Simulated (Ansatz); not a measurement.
Space group Fm-3m (No. 225). a = 4.651 Å, b = 4.651 Å, c = 4.651 Å, α = 90.00°, β = 90.00°, γ = 90.00°
```csv
atom,site,symmetry,x,y,z
Hf,4b,m-3m,0.5000,0.0000,0.0000
C,4a,m-3m,0.0000,0.0000,0.0000
```

Equation of state of this HfC structure (not necessarily the ground state), with shape and atoms relaxed at each volume where symmetry leaves them free. It has no gap at any of these volumes. Method: DFT PBE, scalar-relativistic, plane waves, PAW in Ansatz 0.2.0.

Cutoff 420 eV; k points 16×16×16 on the computed 2-atom cell (Γ-centred); Gaussian smearing, width 0.10 eV; no spin polarisation.

```
V (Å³/atom) E − E(largest V) (meV/atom) P (GPa)
     11.825                         6.62    16.32
     12.203                       -21.26     7.56
     12.580                       -29.95     0.00
     12.958                       -22.11    -6.52
     13.335                         0.00   -12.14
```

Q: Fit a third-order Birch–Murnaghan equation to E(V).

A: V0 = 12.58 Å³/atom, B0 = 234 GPa, B0' = 3.9.

Spin-orbit coupling is left out, which matters for the bands of heavy elements.